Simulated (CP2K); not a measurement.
# Moving the choice of potentials or basis in ZnS

```cif
data_structure
_symmetry_space_group_name_H-M 'P6_3mc'
_symmetry_Int_Tables_number 186
_cell_length_a 3.8227
_cell_length_b 3.8227
_cell_length_c 12.5200
_cell_angle_alpha 90.000
_cell_angle_beta 90.000
_cell_angle_gamma 120.000
_cell_volume 158.44
loop_
_atom_site_label
_atom_site_type_symbol
_atom_site_symmetry_multiplicity
_atom_site_Wyckoff_symbol
_atom_site_fract_x
_atom_site_fract_y
_atom_site_fract_z
_atom_site_occupancy
Zn1 Zn 2 b 0.66667 0.33333 0.75000 1
Zn2 Zn 2 a 0.00000 0.00000 0.50000 1
S1 S 2 b 0.66667 0.33333 0.93750 1
S2 S 2 a 0.00000 0.00000 0.68750 1
```

Kept alike: task single point; functional PBE; k mesh 6 × 6 × 2; occupations fermi-dirac, width 0.05 eV; no spin polarisation. Program: CP2K. The mesh is that of the run's cell of 8 atoms. No spin-orbit coupling.

| choice of potentials or basis | band gap (eV) | pressure (GPa) |
| --- | --- | --- |
| GTH_POTENTIALS Zn GTH-PBE-q12, S GTH-PBE-q6; DZVP-MOLOPT-SR-GTH basis | 2.107 | 1.66 |
| GTH_POTENTIALS Zn GTH-PBE-q12, S GTH-PBE-q6; TZVP-MOLOPT-SR-GTH, TZVP-MOLOPT-GTH basis | 2.093 | 2.00 |
| POTENTIAL_UZH Zn GTH-PBE-q12, S GTH-PBE-q6; DZVP-MOLOPT-PBE-GTH basis | 2.082 | 1.87 |
| POTENTIAL_UZH Zn GTH-PBE-q12, S GTH-PBE-q6; TZV2P-MOLOPT-PBE-GTH basis | 2.093 | 1.59 |
| POTENTIAL_UZH Zn GTH-PBE-q12, S GTH-PBE-q6; TZVP-MOLOPT-PBE-GTH basis | 2.092 | 1.79 |
| POTENTIAL_UZH Zn GTH-PBE-q12, S GTH-PBE-q6; ccGRB-D basis | 2.274 | 2.46 |

Pressure is positive in compression. Runs of this series that gave no sound value for these columns are left out. A gap read on the mesh alone can miss an edge between its points.

The band gap runs from 2.082 (POTENTIAL_UZH Zn GTH-PBE-q12, S GTH-PBE-q6; DZVP-MOLOPT-PBE-GTH basis) to 2.274 eV (POTENTIAL_UZH Zn GTH-PBE-q12, S GTH-PBE-q6; ccGRB-D basis). The pressure runs from 1.59 (POTENTIAL_UZH Zn GTH-PBE-q12, S GTH-PBE-q6; TZV2P-MOLOPT-PBE-GTH basis) to 2.46 GPa (POTENTIAL_UZH Zn GTH-PBE-q12, S GTH-PBE-q6; ccGRB-D basis).
